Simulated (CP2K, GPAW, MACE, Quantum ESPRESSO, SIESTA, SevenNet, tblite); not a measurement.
## Graphene armchair nanoribbon, H-capped (84 atoms): runs against a plane-wave reference

The cell holds 84 atoms: 72 C and 12 H. Its edges and angles: a = 12.783 Å, b = 25.418 Å, c = 10.000 Å, α = 90.0°, β = 90.0°, γ = 90.0°. It derives from C (graphene). Graphene (a = 2.46 Å), rectangular cell with x along the armchair direction; strip nominally 15 Å wide, 3 periods, edges capped with H, 10 Å of vacuum; minimised with a classical potential. Then every atom was moved at random, 0.02 Å r.m.s. a Cartesian component (hydrogen 0.6 of that). Regions: sheet, 72 atoms (72 C); hydrogen, 12 atoms (12 H). Vacuum lies along b and c. The structure repeats along a.

Geometry: as built.

The reference, a calculation:

```
method                                           : Kohn-Sham DFT, PBE, SSSP efficiency 1.3.0 pseudopotentials, plane waves (Quantum ESPRESSO 7.5); sssp-pbe-1.3.0-efficiency, cutoffs 60/480 Ry, Γ point
r.m.s. force component                           : 1.395 eV/Å
longest force                                    : 6.256 eV/Å
gap (highest filled to lowest empty level) : 0.5207 eV
time                                             : 53 min on 1 thread of Arm Neoverse N1, shared host
CPU time                                         : 53 min
```

**Question.** The same geometry is run in other programs. How far does each lie from the reference, and what does it cost?
- CP2K PBE, TZV2P-UZH, 450/50 Ry, diagonalisation (CP2K 2026.2; 4 MPI ranks)
- CP2K PBE, SZV-MOLOPT-SR, 450/50 Ry, diagonalisation (CP2K 2026.2; 1 thread)
- SIESTA PBE, DZP, shift 0.01 Ry, mesh 300 Ry (SIESTA 5.4.2; 1 thread)
- GPAW PBE, LCAO szp(dzp), h 0.2 Å (GPAW 26.7.0; 1 thread)
- CP2K PBE, DZVP-MOLOPT-SR, 315/50 Ry, diagonalisation (CP2K 2026.2; 2 threads)
- GPAW PBE, LCAO dzp, h 0.2 Å (GPAW 26.7.0; 1 thread)
- SevenNet 0 potential (SevenNet 0; 1 thread)
- GPAW PBE, LCAO dzp, h 0.28 Å (GPAW 26.7.0; 1 thread)
- GPAW PBE, LCAO dzp, h 0.2 Å, other mixer settings (GPAW 26.7.0; 1 thread)
- MACE MP-0b2 small potential (MACE MP-0b2 small; 1 thread)

Differences are against the plane-wave reference, forces as r.m.s. over components; share is that over the reference's r.m.s. force, slope the least-squares factor from reference forces to these. Total energies of different programs have different zeros and aren't compared.

| run | Δ force, r.m.s. (meV/Å) | share (%) | slope | Δ gap (eV) | cores | CPU time | memory (GiB) |
| --- | --- | --- | --- | --- | --- | --- | --- |
| reference | - | - | - | - | 1 | 53 min | 9.2 |
| CP2K PBE, TZV2P-UZH, 450/50 Ry, diagonalisation | 17.8 | 1.28 | 1.005 | 0.0094 | 4 | 13 min | 8.2 |
| CP2K PBE, SZV-MOLOPT-SR, 450/50 Ry, diagonalisation (coarse) | 447 | 32.0 | 1.256 | 0.139 | 1 | 3.5 min | 6.3 |
| SIESTA PBE, DZP, shift 0.01 Ry, mesh 300 Ry | 225 | 16.2 | 1.097 | 0.0185 | 1 | 4.9 min | 1.1 |
| GPAW PBE, LCAO szp(dzp), h 0.2 Å (coarse) | 549 | 39.4 | 1.040 | 0.0022 | 1 | 100 s | 1.3 |
| CP2K PBE, DZVP-MOLOPT-SR, 315/50 Ry, diagonalisation (coarse) | 45.9 | 3.29 | 1.017 | 0.0039 | 2 | 3.8 min | 3.6 |
| GPAW PBE, LCAO dzp, h 0.2 Å | 163 | 11.7 | 1.052 | 0.023 | 1 | 2 min | 1.3 |
| SevenNet 0 potential | 341 | 24.5 | 0.831 | - | 1 | 13 s | 0.81 |
| GPAW PBE, LCAO dzp, h 0.28 Å (coarse) | 522 | 37.4 | 1.044 | 0.025 | 1 | 72 s | 0.59 |
| GPAW PBE, LCAO dzp, h 0.2 Å, other mixer settings | 164 | 11.7 | 1.052 | 0.0229 | 1 | 2.5 min | 1.1 |
| MACE MP-0b2 small potential | 478 | 34.3 | 0.694 | - | 1 | 11 s | 0.67 |

Rows marked coarse were listed beforehand as settings not expected to be converged; some can still land near the reference.

Times of the machine-learned potentials are mostly Python's start and the loading of weights.

CPU time is summed over cores on a shared host, where runs went side by side, so it is rough. Symmetry, cutoffs, thresholds, outputs and thread counts weren't matched or tuned between programs; memory under MPI is the largest rank's times the ranks.

The PBE runs in local orbitals, coarse settings apart, differ by 1.3 % (CP2K PBE, TZV2P-UZH, 450/50 Ry, diagonalisation) to 16 % (SIESTA PBE, DZP, shift 0.01 Ry, mesh 300 Ry); basis, grid and potentials can all enter. Machine-learned potentials differ by 24 % (SevenNet 0 potential) to 34 % (MACE MP-0b2 small potential); they were trained on other programs' data. Among those trained on PBE data the slope goes as low as 0.69, which softening far from their training structures can give, though the reference's k-sampling is untested too. Runs with settings chosen to be coarse differ by 3.3 % (CP2K PBE, DZVP-MOLOPT-SR, 315/50 Ry, diagonalisation) to 39 % (GPAW PBE, LCAO szp(dzp), h 0.2 Å), their programs' other errors included. Of the electronic-structure runs that take under half the reference's CPU time, CP2K PBE, TZV2P-UZH, 450/50 Ry, diagonalisation comes nearest, at 1.3 % in 13 min against 53 min. Machine-learned potentials mimic data converged in k, so the reference's own k-point error enters their differences. The runs have no spin polarisation, so any moments at edges, vacancies or dangling bonds can't form. The electronic-structure runs sample only Γ, in a cell whose periodic width is 13 Å.

[Logs are printed without paths, hosts, clocks, repeated set-up lines and the standing remarks that a program may print on its own settings, such as how far it seeks lower states.]

[Hosts, paths, dates, database ids (printed as entryN), source tags and the programs' standing remarks are cut or masked in the printed files.]
